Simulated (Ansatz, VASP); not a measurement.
One calculation of HgTe, two programs

Contents of INCAR:

```
SYSTEM = HgTe
ALGO     = Normal         ! electronic algorithm
EDIFF    = 1E-6           ! SCF threshold, eV
ENCUT    = 520            ! plane-wave cutoff, eV
ISIF     = 2              ! what is computed and relaxed
ISMEAR   = -1             ! smearing method
LASPH    = .TRUE.         ! aspherical terms in the spheres
LCHARG   = .FALSE.        ! write CHGCAR
LREAL    = .FALSE.        ! projectors in reciprocal space
LWAVE    = .FALSE.        ! write WAVECAR
NBANDS   = 26             ! bands
NELM     = 80             ! most SCF steps
PREC     = Accurate       ! precision mode
SIGMA    = 0.05           ! smearing width, eV
```

KPOINTS

```
k-points
0
G
  6 6 5
  0 0 0
```

The input POSCAR:

```
HgTe
1.0
    2.9925180000     -3.4669290000      0.0000000000
    2.9925180000      3.4669290000      0.0000000000
    0.0000000000      0.0000000000      5.7981570000
Hg Te
2 2
Direct
    0.6569500000      0.3430500000      0.2500000000
    0.3430500000      0.6569500000      0.7500000000
    0.2151910000      0.7848090000      0.2500000000
    0.7848090000      0.2151910000      0.7500000000
```

File input.yaml:

```yaml
crystal:
  lattice:
    - [2.992518, -3.466929, 0.0]
    - [2.992518, 3.466929, 0.0]
    - [0.0, 0.0, 5.798157]
  atoms:
    - { symbol: Hg, position: [0.65695, 0.34305, 0.25] }
    - { symbol: Hg, position: [0.34305, 0.65695, 0.75] }
    - { symbol: Te, position: [0.215191, 0.784809, 0.25] }
    - { symbol: Te, position: [0.784809, 0.215191, 0.75] }
kpoints:
  mp_grid: { grid: [6, 6, 5] }
  band_path:
    path:
      - [0.0, 0.0, 0.0]
      - [0.4362617401, 0.4362617401, 0.0]
      - [0.0, 0.5, 0.0]
      - [0.0, 0.5, 0.5]
      - [0.4362617401, 0.4362617401, 0.5]
      - [0.0, 0.0, 0.5]
      - [0.0, 0.0, 0.0]
      - [-0.5, 0.5, 0.0]
    npoints: 10
scf:
  occupations: { method: fermi_dirac, width: 0.05 }
hamiltonian:
  xc: lda
  pseudopotentials: { kind: all_electron, lapw: { basis_error: 0.002 } }
output:
  forces: true
  stress: true
  eigenvalues: true
```

Alike in both runs: functional LDA; k mesh 6 × 6 × 5; occupations fermi-dirac, width 0.05 eV; no spin polarisation.

|  | VASP | Ansatz |
| --- | --- | --- |
| version | VASP 6.6.1 | Ansatz 0.2.0 |
| potentials or method | VASP PAW LDA potentials, release 64 (Hg, Te) | all-electron LAPW, scalar-relativistic |
| plane-wave cutoff (eV) | 520 | see its input |
| task | single point | band structure |

Ansatz gave:

| Property | Result |
| --- | --- |
| gap on the k mesh at the Fermi level (eV) | none |
| pressure (GPa) | -5.0 |
| largest component of the traceless stress (GPa) | 0.70 |
| rms of the force components (eV/Å) | 0.113 |

**Question.** What did VASP give for the same quantities?

**Answer.** gap on the k mesh at the Fermi level (eV): none; pressure (GPa): -4.8; largest component of the traceless stress (GPa): 0.63; rms of the force components (eV/Å): 0.106.

Atom by atom the forces differ by 0.008 eV/Å (rms over components). A gap of «none» marks a metal or a gap that the smearing closes. Ansatz ran all-electron here, so the differences hold the error of VASP's frozen core and of both bases.

Caveats: spin-orbit coupling is left out, which moves the levels of the heavy elements (Ansatz). The runs have no spin-orbit coupling, so splittings on Hg, Te are missing.
